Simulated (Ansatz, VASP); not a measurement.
**ZnSe in VASP and in Ansatz**

```
CELL_PARAMETERS angstrom
0.00000 2.77595 2.77595
2.77595 0.00000 2.77595
2.77595 2.77595 0.00000
ATOMIC_POSITIONS crystal
Zn 0.00000 0.00000 0.00000
Se 0.75000 0.75000 0.75000
```

Change from the starting cell: volume scaled by 0.94.

Alike in both runs: task single point; functional PBE; k mesh 8 × 8 × 8; occupations fermi-dirac, width 0.03 eV; no spin polarisation.

```csv
,VASP,Ansatz
version,VASP 6.6.1,Ansatz 0.2.0
potentials or method,"VASP PAW PBE potentials, release 64 (Zn, Se), cutoff 520 eV","all-electron LAPW, scalar-relativistic"
```

|  | VASP | Ansatz | Ansatz less VASP |
| --- | --- | --- | --- |
| gap on the k mesh at the Fermi level (eV) | 1.55 | 1.54 | -0.002 |
| pressure (GPa) | 7.1 | 6.8 | -0.28 |

Ansatz ran all-electron here, so the differences hold the error of VASP's frozen core and of both bases.
